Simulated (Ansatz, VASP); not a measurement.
One calculation of WS2, two programs

File INCAR:

```
PREC = Accurate ; ENCUT = 520
EDIFF = 1E-7 ; ISMEAR = 0
SIGMA = 0.001 ; LREAL = False
LASPH = True ; NELM = 60
ALGO = Fast ; ISIF = 2
LWAVE = False ; LCHARG = True
GGA = PE ; LELF = True
LVHAR = True ; NBANDS = 20
```

The input KPOINTS:

```
Automatic mesh
0
Gamma
  6 6 6
```

The input POSCAR:

```
WS2
1.0
    0.0000000000      2.9311595479      2.9311595479
    2.9311595479      0.0000000000      2.9311595479
    2.9311595479      2.9311595479      0.0000000000
W S
1 2
Direct
    0.0000000000      0.0000000000      0.0000000000
    0.2500000000      0.2500000000      0.2500000000
    0.7500000000      0.7500000000      0.7500000000
```

Input for Ansatz:

```yaml
crystal:
  lattice:
    - [0.0, 2.9311595479, 2.9311595479]
    - [2.9311595479, 0.0, 2.9311595479]
    - [2.9311595479, 2.9311595479, 0.0]
  atoms:
    - { symbol: W, position: [0.0, 0.0, 0.0] }
    - { symbol: S, position: [0.25, 0.25, 0.25] }
    - { symbol: S, position: [0.75, 0.75, 0.75] }
kpoints:
  mp_grid: { grid: [6, 6, 6] }
hamiltonian:
  xc: pbe
scf:
  occupations: { method: gaussian, width: 0.001 }
  n_extra_bands: 4
output:
  forces: true
  stress: true
  eigenvalues: true
```

Alike in both runs: task single point; functional PBE; k mesh 6 × 6 × 6; occupations gaussian, width 0.001 eV; no spin polarisation.

```csv
,VASP,Ansatz
version,VASP 6.6.1,Ansatz 0.2.0
potentials or method,"VASP PAW PBE potentials, release 64 (W_sv, S)",plane waves
plane-wave cutoff (eV),520,420
valence electrons in the cell,26,26
```

```csv
,VASP,Ansatz,Ansatz less VASP
pressure (GPa),0.8,0.7,-0.07
```

Spin-orbit coupling is left out, which matters for the levels of W.
